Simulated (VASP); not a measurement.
Input of a VASP 6.6.1 run:

The input INCAR:

```
SYSTEM = PtSe2
PREC     = Accurate       ! precision mode
ENCUT    = 600            ! plane-wave cutoff, eV
EDIFF    = 1E-7           ! SCF threshold, eV
ISMEAR   = 0              ! smearing method
SIGMA    = 0.03           ! smearing width, eV
LREAL    = .False.        ! projectors in reciprocal space
LASPH    = .True.         ! aspherical terms in the spheres
NELM     = 80             ! most SCF steps
ALGO     = Normal         ! electronic algorithm
ISIF     = 3              ! what is computed and relaxed
LWAVE    = .False.        ! write WAVECAR
LCHARG   = .False.        ! write CHGCAR
GGA      = MK             ! functional
LUSE_VDW = .True.       
AGGAC    = 0.0          
PARAM1   = 0.1234       
PARAM2   = 0.711357     
ZAB_VDW  = -1.8867      
IBRION   = 2              ! ionic algorithm
NSW      = 90             ! ionic steps
EDIFFG   = -0.005         ! ionic threshold
KPAR     = 2
```

Contents of KPOINTS:

```
Automatic mesh
0
Gamma
  9 9 5
  0 0 0
```

Contents of POSCAR:

```
PtSe2                                   
1.0
    3.7809269338      0.0000000000      0.0000000000
   -1.8904634669      3.2743787745      0.0000000000
    0.0000000000      0.0000000000      4.9753582871
  Pt              Se            
     1     2
Direct
     0.0000000000000000    0.0000000000000000    0.0000000000000000
     0.3333333332999970    0.6666666667000030    0.2609918288603201
     0.6666666667000030    0.3333333332999970    0.7390081711396800
```

Potentials or basis: VASP PAW PBE potentials, release 64 (Pt, Se).

The run is started by

```bash
$ cat potpaw_PBE.64/Pt/POTCAR potpaw_PBE.64/Se/POTCAR > POTCAR
$ mpirun -np 2 vasp_std > vasp.out
```

Estimate the band gap on the k mesh.

none (metal or under the smearing width).

Final structure:
```
CELL_PARAMETERS angstrom
3.78093 0.00000 0.00000
-1.89046 3.27438 0.00000
0.00000 0.00000 4.97536
ATOMIC_POSITIONS crystal
Pt 0.00000 0.00000 0.00000
Se 0.33333 0.66667 0.26099
Se 0.66667 0.33333 0.73901
```

Caveat: the relaxation stopped at its first step, so nothing moved. Spin-orbit coupling is left out, which matters for the levels of Pt.
